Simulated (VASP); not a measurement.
# Al2O3 (Pbcn) in VASP: a series of runs

Aim: see how the results for Al2O3 move with the level of theory and the settings. Levels: PBE, r2SCAN. Tasks: electric field gradients.

Everything below comes from runs of VASP 6.6.1. Logs are shortened: lines on timing, memory, paths and dates and some standing lists are left out, and cuts for length are marked.

### Step 1. The structure

The structure is orthorhombic, space group Pbcn (No. 60). Conventional cell: a = 7.090 Å, b = 4.847 Å, c = 4.985 Å, α = 90.00°, β = 90.00°, γ = 90.00°. Around Al (site symmetry 1) lie 6 O at 1.87 to 2.03 Å. O (site symmetry 1) has 4 Al at 1.89 to 2.03 Å as nearest neighbours. O (site symmetry 2) has 4 Al at 1.87 to 1.97 Å as nearest neighbours.

Measurements of this composition are mostly on another form, of space group No. 167.

### Step 2. Electric field gradients, PBE

INCAR reads:

```
SYSTEM = Al2O3
PREC = Accurate
ENCUT = 520
EDIFF = 1E-8
ISMEAR = -1
SIGMA = 0.02
LREAL = Auto
LASPH = .True.
NELM = 100
ALGO = Fast
ISIF = 2
LWAVE = .False.
LCHARG = .False.
GGA = PE
LEFG = .True.
NBANDS = 64
```

KPOINTS reads:

```
regular mesh
0
Gamma
  3 5 5
  0 0 0
```

POSCAR reads:

```
Al2O3
1.0
    7.0899410000      0.0000000000      0.0000000000
    0.0000000000      4.8469330000      0.0000000000
    0.0000000000      0.0000000000      4.9854040000
Al O
8 12
Direct
    0.3903950000      0.2521520000      0.0305140000
    0.6096050000      0.2521520000      0.4694860000
    0.1096050000      0.2478480000      0.5305140000
    0.8903950000      0.2478480000      0.9694860000
    0.6096050000      0.7478480000      0.9694860000
    0.3903950000      0.7478480000      0.5305140000
    0.8903950000      0.7521520000      0.4694860000
    0.1096050000      0.7521520000      0.0305140000
    0.6540020000      0.1070210000      0.1019760000
    0.3459980000      0.1070210000      0.3980240000
    0.8459980000      0.3929790000      0.6019760000
    0.1540020000      0.3929790000      0.8980240000
    0.3459980000      0.8929790000      0.8980240000
    0.6540020000      0.8929790000      0.6019760000
    0.1540020000      0.6070210000      0.3980240000
    0.8459980000      0.6070210000      0.1019760000
    0.0000000000      0.0494040000      0.2500000000
    0.5000000000      0.4505960000      0.7500000000
    0.0000000000      0.9505960000      0.7500000000
    0.5000000000      0.5494040000      0.2500000000
```

Potentials or basis: VASP PAW PBE potentials, release 64 (Al, O).

Started as:

```console
> cat potpaw_PBE.64/Al/POTCAR potpaw_PBE.64/O/POTCAR > POTCAR
> mpirun -np 1 vasp_std > vasp.out
```

OUTCAR:

```text
SYSTEM = Al2O3
   PREC = Accurate
   ENCUT = 520
   EDIFF = 1E-8
   ISMEAR = -1
   LREAL = Auto
   LASPH = .True.
   NELM = 100
   ISIF = 2
   GGA = PE

 ion  position               nearest neighbor table
   1  0.390  0.252  0.031-  18 1.87  13 1.89  12 1.93  20 1.97  10 1.99   9 2.03   2 2.68   5 2.88
                             5 2.91   8 3.14   8 3.14   3 3.19   3 3.19   2 3.20
   2  0.610  0.252  0.469-  18 1.87  14 1.89  11 1.93  20 1.97   9 1.99  10 2.03   1 2.68   6 2.88
                             6 2.91   7 3.14   7 3.14   4 3.19   4 3.19   1 3.20
   3  0.110  0.248  0.531-  17 1.87  15 1.89  10 1.93  19 1.97  12 1.99  11 2.03   4 2.68   7 2.88
                             7 2.91   6 3.14   6 3.14   1 3.19   1 3.19   4 3.20
   4  0.890  0.248  0.969-  17 1.87  16 1.89   9 1.93  19 1.97  11 1.99  12 2.03   3 2.68   8 2.88
                             8 2.91   5 3.14   5 3.14   2 3.19   2 3.19   3 3.20
   5  0.610  0.748  0.969-  20 1.87   9 1.89  16 1.93  18 1.97  14 1.99  13 2.03   6 2.68   1 2.88
                             1 2.91   4 3.14   4 3.14   7 3.19   7 3.19   6 3.20
   6  0.390  0.748  0.531-  20 1.87  10 1.89  15 1.93  18 1.97  13 1.99  14 2.03   5 2.68   2 2.88
                             2 2.91   3 3.14   3 3.14   8 3.19   8 3.19   5 3.20
   7  0.890  0.752  0.469-  19 1.87  11 1.89  14 1.93  17 1.97  16 1.99  15 2.03   8 2.68   3 2.88
                             3 2.91   2 3.14   2 3.14   5 3.19   5 3.19   8 3.20
   8  0.110  0.752  0.031-  19 1.87  12 1.89  13 1.93  17 1.97  15 1.99  16 2.03   7 2.68   4 2.88
                             4 2.91   1 3.14   1 3.14   6 3.19   6 3.19   7 3.20
   9  0.654  0.107  0.102-   5 1.89   4 1.93   2 1.99   1 2.03
  10  0.346  0.107  0.398-   6 1.89   3 1.93   1 1.99   2 2.03
  11  0.846  0.393  0.602-   7 1.89   2 1.93   4 1.99   3 2.03
  12  0.154  0.393  0.898-   8 1.89   1 1.93   3 1.99   4 2.03
  13  0.346  0.893  0.898-   1 1.89   8 1.93   6 1.99   5 2.03
  14  0.654  0.893  0.602-   2 1.89   7 1.93   5 1.99   6 2.03
  15  0.154  0.607  0.398-   3 1.89   6 1.93   8 1.99   7 2.03
  16  0.846  0.607  0.102-   4 1.89   5 1.93   7 1.99   8 2.03
  17  0.000  0.049  0.250-   3 1.87   4 1.87   7 1.97   8 1.97
  18  0.500  0.451  0.750-   1 1.87   2 1.87   5 1.97   6 1.97
  19  0.000  0.951  0.750-   7 1.87   8 1.87   3 1.97   4 1.97
  20  0.500  0.549  0.250-   5 1.87   6 1.87   1 1.97   2 1.97

  LATTYP: Found a simple orthorhombic cell.
 ALAT       =     4.8469330000
 B/A-ratio  =     1.0285687877
 C/A-ratio  =     1.4627685177

  Lattice vectors:

 A1 = (   0.0000000000,   4.8469330000,   0.0000000000)
 A2 = (   0.0000000000,   0.0000000000,   4.9854040000)
 A3 = (   7.0899410000,   0.0000000000,   0.0000000000)

Analysis of symmetry for initial positions (statically):
=====================================================================
 Subroutine PRICEL returns:
 Original cell was already a primitive cell.

 Routine SETGRP: Setting up the symmetry group for a
 simple orthorhombic supercell.

 Subroutine GETGRP returns: Found  8 space group operations
 (whereof  2 operations were pure point group operations)
 out of a pool of  8 trial point group operations.

The static configuration has the point symmetry S_2 .
 The point group associated with its full space group is D_2h.

Analysis of symmetry for dynamics (positions and initial velocities):
=====================================================================
 Subroutine PRICEL returns:
 Original cell was already a primitive cell.

 Routine SETGRP: Setting up the symmetry group for a
 simple orthorhombic supercell.

 Subroutine GETGRP returns: Found  8 space group operations
 (whereof  2 operations were pure point group operations)
 out of a pool of  8 trial point group operations.

The dynamic configuration has the point symmetry S_2 .
 The point group associated with its full space group is D_2h.

 Subroutine INISYM returns: Found  8 space group operations
 (whereof  2 operations are pure point group operations),
 and found     1 'primitive' translations

----------------------------------------------------------------------------------------

                                     Primitive cell

  volume of cell :     171.3208

  direct lattice vectors                    reciprocal lattice vectors
[... 131 lines left out ...]
   ISMEAR =    -1;   SIGMA  =   0.02  broadening in eV -4-tet -1-fermi 0-gaus
   EFERMI_NEDOS =   21; number of points for ismear=-14 and -15
   IALGO  =     68    algorithm
   IMIX   =      4    mixing-type and parameters
     AMIX     =   0.40;   BMIX     =  1.00
     AMIX_MAG =   1.60;   BMIX_MAG =  1.00
  volume/ion in A,a.u.               =       8.57        57.81
  Fermi-wavevector in a.u.,A,eV,Ry     =   1.349673  2.550512 24.784609  1.821617
  Thomas-Fermi vector in A             =   2.477241
   LORBIT       =      0    0 simple, 1 ext, 2 COOP (PROOUT), +10 PAW based schemes
   GGA     = PE    functional components
   LHFCALC =     F    Hartree Fock is set to
   AEXX    =    0.0000 exact exchange contribution
   IVDW    =     0    specifies the selected vdW correction
   LEPSILON=     F    determine dielectric tensor
   LRPA    =     F    only Hartree local field effects (RPA)
 non-spin polarized calculation
 RMM-DIIS sequential band-by-band and
  energy-cutoff  :      520.00
  volume of cell :      171.32
 maximum number of plane-waves:      4635
 NGX is ok and might be reduce to    54
   NGX = 27   NGY = 19   NGZ = 19

 number of electron      96.0000012 magnetization

 Free energy of the ion-electron system (eV)
  ---------------------------------------------------
  ext. energy  EPLUGINS =         0.00000000
  ---------------------------------------------------
  free energy    TOTEN  =      -147.76170740 eV

  energy without entropy =     -147.76170740  energy(sigma->0) =     -147.76170740

 E-fermi :   6.7531     XC(G=0): -11.7241

 val. band max:        6.3188019713   @ k =   0.0000   0.0000   0.0000
 cond. band min:      11.6327613765   @ k =   0.0000   0.0000   0.0000
 fundamental gap:      5.3139594052
 Fermi energy:         6.7530792136

 k-point     1 :       0.0000    0.0000    0.0000
  band No.  band energies     occupation
      1     -12.8751      2.00000
      2     -11.7744      2.00000
      3     -11.0466      2.00000
      4     -10.7962      2.00000
      5     -10.7353      2.00000
      6     -10.5341      2.00000
[... 1123 lines left out ...]
     59      16.5902      0.00000
     60      16.6372      0.00000
 [bands above 60 left out]

------------------------ aborting loop because EDIFF is reached ----------------------------------------

  FORCE on cell =-STRESS in cart. coord.  units (eV):
  Direction    XX          YY          ZZ          XY          YZ          ZX
  --------------------------------------------------------------------------------------
  -------------------------------------------------------------------------------------
  Total       -0.0194634     -0.0417959      0.0413921      0.0000000      0.0000000      0.0000000
  in kB       -0.1820197     -0.3908720      0.3870952      0.0000000      0.0000000      0.0000000
  external PRESSURE =      -0.0619322 kB  Pullay stress =       0.0000000 kB

 VOLUME and BASIS-vectors are now :
 -----------------------------------------------------------------------------
  energy-cutoff  :      520.00
  volume of cell :      171.32
      direct lattice vectors                 reciprocal lattice vectors
     7.089941000  0.000000000  0.000000000     0.141044897  0.000000000  0.000000000
     0.000000000  4.846933000  0.000000000     0.000000000  0.206316035  0.000000000
     0.000000000  0.000000000  4.985404000     0.000000000  0.000000000  0.200585549

 POSITION                                       TOTAL-FORCE (eV/Angst)
 -----------------------------------------------------------------------------------
      2.76788      1.22216      0.15212         0.000106     -0.000382      0.001785
      4.32206      1.22216      2.34058        -0.000106     -0.000382     -0.001785
      0.77709      1.20130      2.64483        -0.000106      0.000382      0.001785
      6.31285      1.20130      4.83328         0.000106      0.000382     -0.001785
      4.32206      3.62477      4.83328        -0.000106      0.000382     -0.001785
      2.76788      3.62477      2.64483         0.000106      0.000382      0.001785
[... 12 lines left out ...]
      0.00000      4.60748      3.73905         0.000000      0.003067     -0.000000
      3.54497      2.66292      1.24635         0.000000     -0.003067     -0.000000
 -----------------------------------------------------------------------------------
    total drift:                               -0.000000      0.000000     -0.000000

  FREE ENERGIE OF THE ION-ELECTRON SYSTEM (eV)
  ---------------------------------------------------
  free  energy   TOTEN  =      -147.7617074015 eV

  energy  without entropy=     -147.7617074015  energy(sigma->0) =     -147.76170740

 Electric field gradients (V/A^2)
---------------------------------------------------------------------
 ion       V_xx      V_yy      V_zz      V_xy      V_xz      V_yz
---------------------------------------------------------------------
   1       7.157    -6.177    -0.979    -7.744    -3.635     5.149
   2       7.157    -6.177    -0.979     7.744    -3.635    -5.149
   3       7.157    -6.177    -0.979    -7.744     3.635    -5.149
   4       7.157    -6.177    -0.979     7.744     3.635     5.149
   5       7.157    -6.177    -0.979    -7.744    -3.635     5.149
   6       7.157    -6.177    -0.979     7.744    -3.635    -5.149
[... 12 lines left out ...]
  19     -28.260    18.987     9.273     0.000    -3.258     0.000
  20     -28.260    18.987     9.273     0.000     3.258    -0.000
---------------------------------------------------------------------

 Electric field gradients after diagonalization (V/A^2)
 (convention: |V_zz| > |V_xx| > |V_yy|)
----------------------------------------------------------------------
 ion       V_xx      V_yy      V_zz     asymmetry (V_yy - V_xx)/ V_zz
----------------------------------------------------------------------
   1     -10.901    -2.015    12.916       0.688
   2     -10.901    -2.015    12.916       0.688
   3     -10.901    -2.015    12.916       0.688
   4     -10.901    -2.015    12.916       0.688
   5     -10.901    -2.015    12.916       0.688
   6     -10.901    -2.015    12.916       0.688
[... 12 lines left out ...]
  19      18.987     9.554   -28.541       0.331
  20      18.987     9.554   -28.541       0.331
----------------------------------------------------------------------

           NMR quadrupolar parameters

 Cq : quadrupolar parameter    Cq=e*Q*V_zz/h
 eta: asymmetry parameters     (V_yy - V_xx)/ V_zz
 Q  : nuclear electric quadrupole moment in mb (millibarn)
----------------------------------------------------------------------
 ion       Cq(MHz)       eta       Q (mb)
----------------------------------------------------------------------
   1       0.031       0.688       1.000
   2       0.031       0.688       1.000
   3       0.031       0.688       1.000
   4       0.031       0.688       1.000
   5       0.031       0.688       1.000
   6       0.031       0.688       1.000
[... 12 lines left out ...]
  19      -0.069       0.331       1.000
  20      -0.069       0.331       1.000
----------------------------------------------------------------------
```

It took 10 min on 1 thread of Intel Xeon Platinum 8375C at 2.90GHz (Ice Lake), shared host; peak memory 0.31 GiB.

What came out:

```yaml
Free_energy: -147.7617 eV
Pressure: 0.0 GPa
Largest_force: 0.003 eV/Å
Band_gap_on_the_k_mesh: 5.31 eV, direct
```

Forces on the atoms (eV/Å):
```
Al   0.000  0.000  0.002
Al   0.000  0.000 -0.002
Al   0.000  0.000  0.002
Al   0.000  0.000 -0.002
Al   0.000  0.000 -0.002
Al   0.000  0.000  0.002
Al   0.000  0.000 -0.002
Al   0.000  0.000  0.002
O   -0.002 -0.002  0.001
O    0.002 -0.002 -0.001
O    0.002  0.002  0.001
O   -0.002  0.002 -0.001
O    0.002  0.002 -0.001
O   -0.002  0.002  0.001
O   -0.002 -0.002 -0.001
O    0.002 -0.002  0.001
O    0.000 -0.003  0.000
O    0.000  0.003  0.000
O    0.000  0.003  0.000
O    0.000 -0.003  0.000
```

Electric field gradients, principal values (V/Å²):
```tsv
atom	Vxx	Vyy	Vzz
1 Al	-2.015	-10.901	12.916
2 Al	-2.015	-10.901	12.916
3 Al	-2.015	-10.901	12.916
4 Al	-2.015	-10.901	12.916
5 Al	-2.015	-10.901	12.916
6 Al	-2.015	-10.901	12.916
7 Al	-2.015	-10.901	12.916
8 Al	-2.015	-10.901	12.916
9 O	14.889	23.818	-38.707
10 O	14.889	23.818	-38.707
11 O	14.889	23.818	-38.707
12 O	14.889	23.818	-38.707
13 O	14.889	23.818	-38.707
14 O	14.889	23.818	-38.707
15 O	14.889	23.818	-38.707
16 O	14.889	23.818	-38.707
17 O	9.554	18.987	-28.541
18 O	9.554	18.987	-28.541
19 O	9.554	18.987	-28.541
20 O	9.554	18.987	-28.541
```

### Step 3. Electric field gradients, r2SCAN

POSCAR is that of step 2.

INCAR.step1 reads:

```
SYSTEM = Al2O3
ALGO = Normal ; EDIFF = 1E-4
ENCUT = 520 ; GGA = PE
ISMEAR = -1 ; LASPH = .TRUE.
LCHARG = .FALSE. ; LREAL = Auto
LWAVE = .TRUE. ; NBANDS = 64
NELM = 60 ; PREC = Accurate
SIGMA = 0.02
```

INCAR.step2 reads:

```
SYSTEM = Al2O3
ALGO = Normal ; EDIFF = 1E-8
ENCUT = 520 ; ISIF = 2
ISMEAR = -1 ; ISTART = 1
LASPH = .TRUE. ; LCHARG = .FALSE.
LEFG = .TRUE. ; LMIXTAU = .TRUE.
LREAL = Auto ; LWAVE = .FALSE.
METAGGA = R2SCAN ; NBANDS = 64
NELM = 60 ; PREC = Accurate
SIGMA = 0.02
```

KPOINTS reads:

```
k-points
0
G
  3 5 5
  0 0 0
```

Potentials or basis: VASP PAW PBE potentials, release 64 (Al, O).

Started as:

```console
> cat potpaw_PBE.64/Al/POTCAR potpaw_PBE.64/O/POTCAR > POTCAR
> cp INCAR.step1 INCAR
> mpirun -np 1 vasp_std > vasp.out
> cp INCAR.step2 INCAR
> mpirun -np 1 vasp_std > vasp.out
```

OUTCAR:

```text
SYSTEM = Al2O3
   EDIFF = 1E-8
   ENCUT = 520
   ISIF = 2
   ISMEAR = -1
   ISTART = 1
   LASPH = .TRUE.
   LREAL = Auto
   METAGGA = R2SCAN
   NELM = 60
   PREC = Accurate

 ion  position               nearest neighbor table
   1  0.390  0.252  0.031-  18 1.87  13 1.89  12 1.93  20 1.97  10 1.99   9 2.03   2 2.68   5 2.88
                             5 2.91   8 3.14   8 3.14   3 3.19   3 3.19   2 3.20
   2  0.610  0.252  0.469-  18 1.87  14 1.89  11 1.93  20 1.97   9 1.99  10 2.03   1 2.68   6 2.88
                             6 2.91   7 3.14   7 3.14   4 3.19   4 3.19   1 3.20
   3  0.110  0.248  0.531-  17 1.87  15 1.89  10 1.93  19 1.97  12 1.99  11 2.03   4 2.68   7 2.88
                             7 2.91   6 3.14   6 3.14   1 3.19   1 3.19   4 3.20
   4  0.890  0.248  0.969-  17 1.87  16 1.89   9 1.93  19 1.97  11 1.99  12 2.03   3 2.68   8 2.88
                             8 2.91   5 3.14   5 3.14   2 3.19   2 3.19   3 3.20
   5  0.610  0.748  0.969-  20 1.87   9 1.89  16 1.93  18 1.97  14 1.99  13 2.03   6 2.68   1 2.88
                             1 2.91   4 3.14   4 3.14   7 3.19   7 3.19   6 3.20
   6  0.390  0.748  0.531-  20 1.87  10 1.89  15 1.93  18 1.97  13 1.99  14 2.03   5 2.68   2 2.88
[... 1457 lines left out ...]
----------------------------------------------------------------------
   1     -10.867    -1.869    12.736       0.706
   2     -10.867    -1.869    12.736       0.706
   3     -10.867    -1.869    12.736       0.706
   4     -10.867    -1.869    12.736       0.706
   5     -10.867    -1.869    12.736       0.706
   6     -10.867    -1.869    12.736       0.706
[... 12 lines left out ...]
  19      19.611     9.234   -28.846       0.360
  20      19.611     9.234   -28.846       0.360
----------------------------------------------------------------------

           NMR quadrupolar parameters

 Cq : quadrupolar parameter    Cq=e*Q*V_zz/h
 eta: asymmetry parameters     (V_yy - V_xx)/ V_zz
 Q  : nuclear electric quadrupole moment in mb (millibarn)
----------------------------------------------------------------------
 ion       Cq(MHz)       eta       Q (mb)
----------------------------------------------------------------------
   1       0.031       0.706       1.000
   2       0.031       0.706       1.000
   3       0.031       0.706       1.000
   4       0.031       0.706       1.000
   5       0.031       0.706       1.000
   6       0.031       0.706       1.000
[... 12 lines left out ...]
  19      -0.070       0.360       1.000
  20      -0.070       0.360       1.000
----------------------------------------------------------------------
```

OSZICAR.step1:

```text
N       E                     dE             d eps       ncg     rms          rms(c)
DAV:   1     0.484413362664E+03    0.48441E+03   -0.51009E+04  2304   0.143E+03
DAV:   2    -0.133129665865E+03   -0.61754E+03   -0.59802E+03  2848   0.307E+02
DAV:   3    -0.163764076913E+03   -0.30634E+02   -0.30487E+02  2792   0.714E+01
DAV:   4    -0.164041752783E+03   -0.27768E+00   -0.27718E+00  2776   0.767E+00
DAV:   5    -0.164045326426E+03   -0.35736E-02   -0.35726E-02  2720   0.842E-01    0.246E+01
DAV:   6    -0.147713631936E+03    0.16332E+02   -0.65044E+01  2704   0.312E+01    0.838E+00
DAV:   7    -0.147743740067E+03   -0.30108E-01   -0.14150E+00  2672   0.486E+00    0.462E+00
DAV:   8    -0.147748576425E+03   -0.48364E-02   -0.13222E-01  2728   0.206E+00    0.132E+00
DAV:   9    -0.147760439048E+03   -0.11863E-01   -0.34476E-02  2720   0.914E-01    0.379E-01
DAV:  10    -0.147761923576E+03   -0.14845E-02   -0.42449E-03  2744   0.327E-01    0.132E-01
DAV:  11    -0.147761703873E+03    0.21970E-03   -0.75044E-04  2696   0.153E-01    0.802E-02
DAV:  12    -0.147761713007E+03   -0.91335E-05   -0.39082E-04  2408   0.978E-02
   1 F= -.14776171E+03 E0= -.14776171E+03  d E =-.639760E-12
```

It took 27 min on 1 thread of Intel Xeon Platinum 8375C at 2.90GHz (Ice Lake), shared host; peak memory 0.35 GiB.

Results:

```
Free energy            : -190.3901 eV
Pressure               : -7.9 GPa
Largest force          : 0.093 eV/Å
Band gap on the k mesh : 6.21 eV, direct
```

Forces in eV/Å, atoms in the order of the input:
```
Al   0.090  0.011 -0.017
Al  -0.090  0.011  0.017
Al  -0.090 -0.011 -0.017
Al   0.090 -0.011  0.017
Al  -0.090 -0.011  0.017
Al   0.090 -0.011 -0.017
Al   0.090  0.011  0.017
Al  -0.090  0.011 -0.017
O   -0.024 -0.015 -0.012
O    0.024 -0.015  0.012
O    0.024  0.015 -0.012
O   -0.024  0.015  0.012
O    0.024  0.015  0.012
O   -0.024  0.015 -0.012
O   -0.024 -0.015  0.012
O    0.024 -0.015 -0.012
O    0.000 -0.017  0.000
O    0.000  0.017  0.000
O    0.000  0.017  0.000
O    0.000 -0.017  0.000
```

Stress tensor (GPa, compression positive):
```
-7.62  0.00  0.00
 0.00 -8.22  0.00
 0.00  0.00 -7.80
```

Electric field gradients, principal values (V/Å²):
| atom | Vxx | Vyy | Vzz |
| --- | --- | --- | --- |
| 1 Al | -1.869 | -10.867 | 12.736 |
| 2 Al | -1.869 | -10.867 | 12.736 |
| 3 Al | -1.869 | -10.867 | 12.736 |
| 4 Al | -1.869 | -10.867 | 12.736 |
| 5 Al | -1.869 | -10.867 | 12.736 |
| 6 Al | -1.869 | -10.867 | 12.736 |
| 7 Al | -1.869 | -10.867 | 12.736 |
| 8 Al | -1.869 | -10.867 | 12.736 |
| 9 O | 15.116 | 24.229 | -39.345 |
| 10 O | 15.116 | 24.229 | -39.345 |
| 11 O | 15.116 | 24.229 | -39.345 |
| 12 O | 15.116 | 24.229 | -39.345 |
| 13 O | 15.116 | 24.229 | -39.345 |
| 14 O | 15.116 | 24.229 | -39.345 |
| 15 O | 15.116 | 24.229 | -39.345 |
| 16 O | 15.116 | 24.229 | -39.345 |
| 17 O | 9.234 | 19.611 | -28.846 |
| 18 O | 9.234 | 19.611 | -28.846 |
| 19 O | 9.234 | 19.611 | -28.846 |
| 20 O | 9.234 | 19.611 | -28.846 |

Caveat: the PAW data sets were made with another functional, which shifts forces and pressure a little. r2SCAN opens gaps a little over a GGA but as a rule still falls short of measured ones.
